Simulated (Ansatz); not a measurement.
## Input and output of a self-consistent single point for GeO₂ (P4_2/mnm, 6 atoms in the cell) (Ansatz)

Method of the run: PBE (plane waves, PAW; Ansatz, an electronic-structure program).

This input was run:

Ansatz 0.2 input:
```yaml
crystal:
  lattice:
    - [4.42200000, 0.00000000, 0.00000000]
    - [0.00000000, 4.42200000, 0.00000000]
    - [0.00000000, 0.00000000, 2.87430000]
  atoms:
    - { symbol: Ge, position: [0.00000000, 0.00000000, 0.00000000] }
    - { symbol: Ge, position: [0.50000000, 0.50000000, 0.50000000] }
    - { symbol: O, position: [0.30600000, 0.30600000, 0.00000000] }
    - { symbol: O, position: [0.80600000, 0.19400000, 0.50000000] }
    - { symbol: O, position: [0.19400000, 0.80600000, 0.50000000] }
    - { symbol: O, position: [0.69400000, 0.69400000, 0.00000000] }
basis:
  ecutwfc: 420.0 eV
kpoints:
  mp_grid:
    grid: [6, 6, 9]
hamiltonian:
  xc: pbe
  pseudopotentials:
    kind: paw
scf:
  occupations:
    method: fermi_dirac
    width: 0.05 eV
output:
  forces: true
  eigenvalues: true
  stress: true
```

Output, abridged:

```
WARN ansatz: RAYON_NUM_THREADS=1 ignored (pool sized by the plan → 1); use --threads N
Pseudopotentials: kind: paw
Pseudopotential: Ge, paw, valence charge 14
Pseudopotential: O, paw, valence charge 6
Crystal: 6 atoms, lattice volume = 56.204 Å³
Basis set: ecut = 420 eV, 1105 PW (Γ), exchange–correlation on 60×60×40 points (8 copies of the dense FFT grid, shifted against one another)
Bands: 32, of which v1, the nominal top of the filled ones, is band 26 counted from 1 (25 counted from 0)
Symmetry: 16 space group operations
Space group: P42/mnm (ITA 136), of the structure as read, at distance tolerance 3.8e-5 Å
k-points: 50 of 324
Initial density: superposition of atomic densities (neutral atoms: chi_scale 0, normalization atom), corrected by the library's trained network
Initial wavefunctions: pseudopotential atomic-orbital guess
Eigensolver: davidson
Functional: x = pbe(κ = 0.804, μ = 0.2195149727645171), c = pbe(β = 0.06672455060314922)
SCF iter   1: F=—  HF=-10859.275593 eV  |F-HF|=—  |Δ(HF+E_count)|=         —  Δρ=1.40e-3  dr2=3.10e-4  ethr=1.77e-3  ⟨swp⟩=6.0  Hψ=6514  notcnv=0  defer=1
all-band conjugate gradients solve this SCF's bands
preconditioner: auto → Resta (q_TF=auto, 2.693 Å⁻¹)
SCF iter   2: F=—  HF=-10859.275368 eV  |F-HF|=—  |Δ(HF+E_count)|=   2.25e-4  Δρ=7.72e-4  dr2=9.45e-5  ethr=5.96e-7  ⟨swp⟩=2.4  Hψ=3385  notcnv=0  defer=7
SCF iter   3: F=—  HF=-10859.275655 eV  |F-HF|=—  |Δ(HF+E_count)|=   2.87e-4  Δρ=2.07e-4  dr2=1.43e-5  ethr=1.82e-7  ⟨swp⟩=2.0  Hψ=2197  notcnv=0  defer=7
SCF iter   4: F=—  HF=-10859.275667 eV  |F-HF|=—  |Δ(HF+E_count)|=   1.21e-5  Δρ=5.82e-5  dr2=9.02e-7  ethr=2.76e-8  ⟨swp⟩=2.3  Hψ=2475  notcnv=0  defer=7
iter 5 did not close the SCF: its close was put off for the readings that it lacked (scf_convergence_deferred on its scf_iter line)
SCF iter   5: F=-10859.275669 eV  HF=-10859.275669 eV  |F-HF|=4.29e-8  |Δ(HF+E_count)|=   1.77e-6  Δρ=1.33e-5  dr2=8.17e-8  ethr=1.73e-9  ⟨swp⟩=2.1  Hψ=2782  notcnv=0  defer=7
SCF iter   6: F=-10859.275669 eV  HF=-10859.275669 eV  |F-HF|=3.89e-9  |Δ(HF+E_count)|=   1.41e-8  Δρ=5.27e-6  dr2=8.49e-9  ethr=1.57e-10  ⟨swp⟩=5.4  Hψ=6321  notcnv=0
SCF 1 converged in 6 iterations: F = -10859.275669 eV  dr2 = 8.49e-9
SCF converged after 6 iterations
Free energy (F): -10859.275669 eV
Harris-Foulkes:  -10859.275669 eV  (|F-HF|=3.89e-9)
Internal energy: -10859.275669 eV  (E = F + TS)
E sigma→0 (E₀):  -10859.275669 eV
Fermi energy:    11.129101 eV
--- Per-component energies (eV) ---
  E_band       = -193.621139
  E_kinetic    = 933.855126
  E_local      = -5500.403304  (includes V_loc(G=0)·N_el)
  E_nonlocal   = 1045.378978
  E_hartree    = 2314.731168
  E_xc         = -445.214067
  E_vxc        = -505.705555  (∫ρ·V_xc dr)
  E_paw        = -4689.412276  (= ΣΔE_a)
  E_vpaw       = -796.215634  (= ΣTr[D̂ρ^β])
  E_aug_tail   = 0.010462  (compensation charges beyond the density's cutoff)
  E_ewald      = -4518.221756
  E_smearing   = -0.000000  (= −TS)
  E_closure    = -0.000000  (closes the sum)
  Σ components = -10859.275669   (vs F -10859.275669, Δ=0.00e0)
--- Forces (eV/Å), atoms counted from 1 ---
  atom   1  Ge     0.00000000    -0.00000000     0.00000000
  atom   2  Ge     0.00000000     0.00000000     0.00000000
  atom   3  O     -0.03195139    -0.03195139     0.00000000
  atom   4  O     -0.03195139     0.03195139     0.00000000
  atom   5  O      0.03195139    -0.03195139     0.00000000
  atom   6  O      0.03195139     0.03195139     0.00000000
  max |Σ_I F_I| component: 1.39e-17 eV/Å
--- Stress (GPa, compression-positive) ---
        8.550458       0.000000       0.000000
        0.000000       8.550458       0.000000
        0.000000       0.000000      10.627581
  P = ⅓ Tr σ = 9.2428 GPa (92.428 kbar)
  The stress holds the Pulay correction. Without it, at fixed plane waves, as pw.x and ABINIT print it: P = 8.3739 GPa
--- Band table (eV; the first three rows and the last of 50) ---
  k-point 0: bands = ["-14.2836", "-14.0357", "-13.8979", "-13.8979", "-13.8888", "-13.8226", "-13.8206", "-13.7813", "-13.7737", "-13.7737", "-10.7687", "-7.8043", "-7.8043", "-6.9546", "0.0302", "4.8237", "4.8237", "5.4125", "5.7371", "6.9477", [...]
  k-point 1: bands = ["-14.2533", "-14.0075", "-13.9357", "-13.9357", "-13.8774", "-13.8229", "-13.8181", "-13.7815", "-13.7815", "-13.7812", "-10.6414", "-7.6803", "-7.6803", "-6.9802", "0.0142", "4.9627", "4.9627", "5.1441", "5.8664", "6.5061", [...]
  k-point 2: bands = ["-14.1757", "-14.0290", "-14.0290", "-13.9482", "-13.8456", "-13.8185", "-13.8114", "-13.7994", "-13.7994", "-13.7815", "-10.2607", "-7.3579", "-7.3579", "-7.1065", "-0.0139", "4.7029", "4.8659", "5.3402", "5.3402", "6.2439", [...]
  k-point 49: bands = ["-14.1977", "-14.1977", "-13.9804", "-13.9804", "-13.8321", "-13.8321", "-13.7877", "-13.7877", "-13.7612", "-13.7612", "-8.2321", "-8.2321", "-6.8590", "-6.8590", "0.2076", "0.2076", "3.6594", "3.6594", "6.6493", "6.6493", [...]
```

The run converged in 6 iterations.

The starting cell has typed, rounded lattice constants, without a prior relaxation at this level. Its lattice was rescaled by up to half a per cent. With a pressure of about 9 GPa the cell is away from its equilibrium volume at this level. Ansatz's pressure includes its estimate of the finite-basis (Pulay) stress. Without the estimate this run gives 8.37 GPa.
